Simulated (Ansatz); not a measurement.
## H_i (antibonding, by N) in GaN (F-43m): charge-transition levels and formation energies

Aim: at which Fermi levels does H_i (antibonding, by N) in GaN (F-43m) change its charge? The model is a cell of 128 host atoms with 1 H put in.

Program: Ansatz 0.2.0. Level of theory: place-levels on r2SCAN runs: charge-transition levels and formation energies with image-charge correction and potential alignment at the atomic sites; PAW set soft_1. Results are calculated unless marked as measured.

### Step 1. The structure

The cell holds 129 atoms: 64 Ga, 64 N and 1 H. Cell: a = 12.723 Å, b = 12.723 Å, c = 12.723 Å, α = 60.0°, β = 60.0°, γ = 60.0°. It derives from GaN (space group F-43m). Nearest the centre at fractional (0.596, 0.596, 0.346): H129 at 0.00 Å, N84 at 1.03 Å, Ga115 at 1.88 Å, Ga91 at 1.88 Å, Ga85 at 1.88 Å, N92 at 2.41 Å, N116 at 2.41 Å, N86 at 2.41 Å.

The host's dielectric constants go in as inputs: 6.00 for the electrons alone, 10.56 with the ions, computed on the host (DFPT, PBEsol, on the r2SCAN cell), and a cell off the functional's own equilibrium shifts the ionic part.

The cell's shortest repeat is 12.7 Å.

### Step 2. What was run first

A transition level is the Fermi level at which two charge states cost the same, so each charge needs its own total energy, at its own relaxed structure.

Each atom starts 0.05 Å or so off its site in a random direction: a symmetric start keeps its symmetry, and would miss off-centre moves and Jahn–Teller distortions. Forces are taken at the zone centre alone. The cell holds 1 electron more than the neutral one, with a uniform background that keeps it neutral on the whole.

The sampling was tested on the host first: at the k-points planned (1x1x1 Gamma-centred) its energy lies 0.029 eV an atom from the dense-mesh value, so the final energies take a denser sampling.

One of the inputs; charge, spin and start change from state to state.

qm1.relax/input.yaml reads:

```yaml
crystal:
  lattice:
    - [0.0, 2.24909695, 2.24909695]
    - [2.24909695, 0.0, 2.24909695]
    - [2.24909695, 2.24909695, 0.0]
  atoms:
    - { symbol: Ga, position: [0.0, 0.0, 0.0] }
    - { symbol: "N", position: [0.25, 0.25, 0.25] }
  supercell: [4, 4, 4]
  defects:
    - { interstitial: { symbol: H, position: [0.595551, 0.595551, 0.345551] } }
total_charge: -1
basis:
  ecutwfc: 500
  xc_grid: 2
hamiltonian:
  xc: r2scan
  pseudopotentials: { kind: paw, azcp: { folder: soft_1 } }
kpoints:
  mp_grid: { grid: [1, 1, 1] }
scf:
  occupations: { method: fixed }
  max_iter: 60
output:
  forces: true
  charged_corrections: { epsilon: 6.0, static_epsilon: 10.56 }
relax:
  f_tol: 0.02
  max_steps: 80
  random_displacement: { amplitude: 0.05, seed: 4348 }
checkpoint:
  write: "../qm1.relax.run"
  compress: false
  write_wavefunctions: true
  write_every: 100000
```

On the command line:

```console
$ ansatz run input.yaml --threads 32 --pin off --max-ram 56524MiB --backend cuda --events-out ev --progress --plain --runs-dir out --max-vram 78GiB
```

Defect states can disperse in a cell of this size, so the energy is taken again at a 2×2×2 shifted mesh, on the relaxed structure.

The run of this state that the levels use, under r2SCAN:

qm1.point/input.yaml reads:

```yaml
crystal:
  checkpoint: "../qm1.relax.run"
  host: checkpoint
total_charge: -1
basis:
  ecutwfc: 500
  xc_grid: 2
hamiltonian:
  xc: r2scan
  pseudopotentials: { kind: paw, azcp: { folder: soft_1 } }
kpoints:
  mp_grid: { grid: [2, 2, 2], shift: [0.5, 0.5, 0.5] }
scf:
  occupations: { method: fermi_dirac, width: 0.01 }
  max_iter: 60
output:
  forces: true
  eigenvalues: true
  charged_corrections:
    epsilon: 6.0
    static_epsilon: 10.56
    defect_position: [0.595551, 0.595551, 0.345551]
  eigenstates: { localisation: true }
  populations: true
  band_densities: [{ bands: [v1, v1] }, { bands: [c1, c1] }]
  write_density: true
  write_potential: true
  volumetric_format: npy
checkpoint:
  read: "../qm1.relax.run"
  write: "../qm1.point.run"
  compress: false
  write_wavefunctions: false
  write_every: 100000
```

Relaxations under r2SCAN at the zone centre alone; times on 1 × NVIDIA GB200 with 32 threads of Arm Neoverse V2, shared host:

```csv
charge,moment (μB),occupations,outcome,steps,largest displacement against the far atoms (Å),time
−1,0,fixed,converged,7,0.17,10 s
0,1,fixed,converged,6,0.16,11 s
+1,0,fixed,converged,6,0.16,8.6 s
```

Single points under r2SCAN at a 2×2×2 shifted mesh; times on 1 × NVIDIA GB200 with 32 threads of Arm Neoverse V2, shared host:

```csv
charge,moment (μB),occupations,outcome,time
−1,0,fermi-dirac,converged,8.5 s
0,1,fermi-dirac,converged,22 s
+1,0,fermi-dirac,converged,10 s
```

Distances (Å) from H129 to the nearest atoms after relaxation with r2SCAN:

```csv
charge,moment (μB),1.,2.,3.,4.,5.,6.
−1,0,N 1.03,Ga 2.07,Ga 2.07,Ga 2.07,N 2.31,N 2.31
0,1,N 1.03,Ga 2.06,Ga 2.07,Ga 2.07,N 2.31,N 2.31
+1,0,N 1.03,Ga 2.06,Ga 2.06,Ga 2.07,N 2.31,N 2.31
```

### Step 3. place-levels, r2SCAN

A charged cell interacts with its images and the background, and its potential has another zero than the host's. place-levels removes the first by a point-charge model, screened by the static dielectric constant since the ions have relaxed around the charge, and the second by comparing potentials at atoms far from the defect.

The host is a run of the defect-free crystal in the same cutoffs, grids and k-points, so that basis and sampling errors cancel in part in the differences. The host is run in a cell of 2 atoms on a matching mesh. Its band edges are searched through the zone by a band path, so the gap is smaller than, or equal to, that on the mesh. Chemical potentials are energies per atom of H (H2 molecule), run with the same functional and cutoff.

levels.point.yaml reads:

```yaml
host:
  run: host.point.run
states: [qm1.point.run, q0_M1.point.run, qp1.point.run]
geometry_from:
  qm1.point.run: qm1.relax.run
  q0_M1.point.run: q0_M1.relax.run
  qp1.point.run: qp1.relax.run
chemical_potentials:
  H:
    energy: -15.945394
    dataset: "<sha256 of the dataset>"
epsilon: 6.0
static_epsilon: 10.56
vertical:
  - { from: qm1.point.run, to: qm1.point_neutral.run }
  - { from: qp1.point.run, to: qp1.point_neutral.run }
```

On the command line:

```console
$ ansatz place-levels levels.point.yaml -- --threads 32 --pin off --max-ram 56524MiB --backend cuda --max-vram 78GiB
```

Numbers of over 12 decimals in the logs are rounded to 6 here.

What it wrote:

```text
[... repeated set-up lines and file paths are left out, and long positions are rounded to six places ...]
(+1/0) 2.179 eV above the valence edge (+2.927 eV without the band-filling correction), in the conduction band; not on the lower envelope
(0/-1) 2.168 eV above the valence edge (+3.160 eV without the band-filling correction), 0.000 eV under the conduction edge; not on the lower envelope
(+1/-1) 2.174 eV above the valence edge (+3.043 eV without the band-filling correction), in the conduction band: charges between them are lowest nowhere
formation energy of charge +1: +0.083 eV with the Fermi level at the valence edge
formation energy of charge 0: +2.262 eV with the Fermi level at the valence edge
formation energy of charge -1: +4.430 eV with the Fermi level at the valence edge
vertical -1 to 0: no energy, since no alignment is typed
  the change from vertical[0].from (qm1.point.run) to vertical[0].to (qm1.point_neutral.run): by its potential at epsilon 6 it stands at 0.516 0.517 0.266, with an rms radius of about 6.9 Å (4.0 4.0 4.0 Å across the planes of the cell's vectors); [...]
vertical +1 to 0: no energy, since no alignment is typed
  the change from vertical[1].from (qp1.point.run) to vertical[1].to (qp1.point_neutral.run): by its potential at epsilon 6 it stands at 0.517 0.517 0.267, with an rms radius of about 6.7 Å (3.9 3.9 3.9 Å across the planes of the cell's vectors); [...]
  edges by r2scan, gap 2.168 eV; the host is sampled to repeats of 25.45 Å
  the defect's cells are sampled to repeats of 25.45 Å, like sampling
  charge +1: -267313.3902 eV with its correction of +0.184 eV, at epsilon 10.56, aligned at sites: +0.0100 eV, mean over 38 atomic sites at or beyond 6.36 Å from the defect at [0.5956, 0.5956, 0.3456], with -0.000522 for the charge's moments and without [...]
  charge 0: +0.000 eV for its dipole among its images, +0.004 omitted
  charge -1: -267288.4049 eV with its correction of +0.038 eV, at epsilon 10.56, aligned at sites: +0.1384 eV, mean over 38 atomic sites at or beyond 6.36 Å from the defect at [0.5956, 0.5956, 0.3456], with -0.000370 for the charge's moments and without [...]
  of states[2] (qp1.point.run): it parts from the run at its places by a charge that spreads by about 3.9 Å along one vector (1.8 Å or more is wide), by its potential at epsilon 6, taken for that of held ions (one typed too small widens it), where the cell [...]
  of states[1] (q0_M1.point.run): a band-filling correction moves a carrier to the host's band edge, which changes its energy by -0.747 eV; [...]
  of states[0] (qm1.point.run): it parts from the run at its places by a charge that spreads by about 4 Å along one vector (1.8 Å or more is wide), by its potential at epsilon 6, taken for that of held ions (one typed too small widens it), where the cell does [...]
  of vertical[0].from (qm1.point.run): it parts from the run at its places by a charge that spreads by about 4 Å along one vector (1.8 Å or more is wide), by its potential at epsilon 6, taken for that of held ions (one typed too small widens it), where the [...]
  of vertical[0].to (qm1.point_neutral.run): its moments are held at its close (magnetization.spin_locking), by a field of 0.349 eV a Bohr magneton, and its energy and levels are of the state that this holds: a run that lets them go can end lower; [...]
  of vertical[1].from (qp1.point.run): it parts from the run at its places by a charge that spreads by about 3.9 Å along one vector (1.8 Å or more is wide), by its potential at epsilon 6, taken for that of held ions (one typed too small widens it), where the [...]
```

Elapsed: 0.42 s, on 32 threads of Arm Neoverse V2, shared host.

Levels between the charges placed, in eV above the valence top:

```csv
,gap (eV),(+1/0),(0/−1)
r2SCAN,2.17,2.18,2.17
```

Corrections by state:

```csv
charge,moment (μB),image terms and alignment (eV),band filling (eV),ε used,"over the lowest of its charge, as the program ranks them, band filling apart (eV)"
+1,0.0,0.184,-,10.56,0.000
0,1.0,0.000,-0.747,-,0.000
−1,0.0,0.038,-1.739,10.56,0.000
```

The charged structures listed were also run neutral, and place-levels reads from each pair, by the potential or the spins, how wide the charge is by which they differ; that can be the carrier of either run.

```csv
charge,rms radius (Å),spread where it is widest against the cell (Å),wide from (Å),reading
+1,6.7,3.88,1.80,wide
−1,6.9,4.01,1.80,wide
```

The neutral runs of these pairs need not share the spin of the lowest neutral state, and very wide values only mean spread over the cell.

From the program's caveats on the states, each cut to its opening words:

- charge +1: it parts from the run at its places by a charge that spreads by about 3.9 Å along one vector (1.8 Å or more is wide), by its potential at epsilon 6, taken for [...]
- charge 0 (1 μB): a band-filling correction moves a carrier to the host's band edge, which changes its energy by -0.747 eV
- charge 0 (1 μB): its moments are held at its close (magnetization.spin_locking), by a field of 0.350 eV a Bohr magneton, and its energy and levels are of the state that this [...]
- charge 0 (1 μB): flagged: stability check not made
- charge −1: it parts from the run at its places by a charge that spreads by about 4 Å along one vector (1.8 Å or more is wide), by its potential at epsilon 6, taken for [...]
- charge −1: a band-filling correction moves a carrier to the host's band edge, which changes its energy by -1.739 eV

Formation energies (eV), elemental references (Δμ(H) = 0.00 eV):

```csv
charge,Fermi level at the valence top,at the conduction bottom
+1,0.08,2.25
0,2.26,2.26
−1,4.43,2.26
```

### Step 4. The same at the relaxations' own k-points

The relaxations' own energies give the levels at their sampling, for comparison.

levels.relax_mesh.yaml reads:

```yaml
host:
  run: host.relax.run
states: [qm1.relax.run, q0_M1.relax.run, qp1.relax.run]
chemical_potentials:
  H:
    energy: -15.945394
    dataset: "<sha256 of the dataset>"
```

On the command line:

```console
$ ansatz place-levels levels.relax_mesh.yaml -- --threads 32 --pin off --max-ram 56524MiB --backend cuda --max-vram 78GiB
```

What it wrote:

```text
(+1/0) 1.950 eV above the valence edge, 0.200 eV under the conduction edge
[...]
formation energy of charge +1: +0.097 eV with the Fermi level at the valence edge
formation energy of charge 0: +2.046 eV with the Fermi level at the valence edge
formation energy of charge -1: +4.211 eV with the Fermi level at the valence edge
  edges by r2scan, gap 2.150 eV; the host is sampled to repeats of 12.72 Å
[... the lines on each state left out ...]
```

Run time: 0.12 s. Hardware: 32 threads.

Levels between neighbouring charges, in eV above the valence top:

```csv
,gap (eV),(+1/0),(0/−1)
the zone centre alone,2.15,1.95,2.16
a 2×2×2 shifted mesh,2.17,2.18,2.17
```

Going from the zone centre alone to a 2×2×2 shifted mesh moves formation energies against the elements by up to 0.22 eV; band-filling terms, which differ between samplings, are in these energies.

### Step 5. Results

```json
{"gap of the host": "2.17 eV (r2SCAN)", "level (plus 1/0)": "2.18 eV above the valence top, past the conduction bottom, not a change between lowest states (2.93 eV above the valence top without the band-filling term)", "level (0/minus 1)": "2.17 eV above the valence top, at the conduction bottom, not a change between lowest states (3.16 eV above the valence top without the band-filling term)", "lowest of the charges placed, just above the valence top (0.02 eV)": "+1", "lowest of the charges placed, just below the conduction bottom (0.02 eV)": "+1", "lowest formation energy at mid-gap of the charges run, elemental references": "1.17 eV"}
```

In words: Of the charges placed (−1, 0 and +1), +1 is the lowest from 0.02 eV above the valence top to 0.02 eV below the conduction bottom, a gap of 2.17 eV. Charges above +1 were not placed, so these runs say nothing of levels that involve them. States placed: +1 at 0 μB; 0 at 1 μB; −1 at 0 μB. Other spin states or structures, where not listed, weren't placed. The program finds carriers beyond a band edge of the host and adds a band-filling term at charge −1 (-1.74 eV) and 0 (-0.75 eV); steps to such a charge show no bound level, and a defect level inside a band would be read the same way. H is taken at its element; compounds, which aren't counted here, bound the chemical potentials and would shift these formation energies. Going from the zone centre alone to a 2×2×2 shifted mesh moves formation energies against the elements by up to 0.22 eV; band-filling terms, which differ between samplings, are in these energies. What this leaves open: r2SCAN makes the gap too small and tends to spread out bound carriers; where a gas molecule sets a chemical potential or the host's formation energy, its binding is uncorrected; force components of up to 0.12 eV/Å remain in a run at the final settings.

[Logs are printed without paths, hosts, clocks, repeated set-up lines and the standing remarks that a program may print on its own settings, such as how far it seeks lower states.]

[Hosts, paths, dates, database ids (printed as entryN), source tags and the programs' standing remarks are cut or masked in the printed files.]

[Where a table of states has a column of steps, it counts the stored structures, which are thinned; the runs took as many ionic steps or more.]

[A defect's name tells the site on which it was built; relaxed atoms can leave that site.]

[For some hosts the program warned that the k-mesh of the response run may be too coarse for force constants and the static dielectric constant; such warnings are not shown here.]
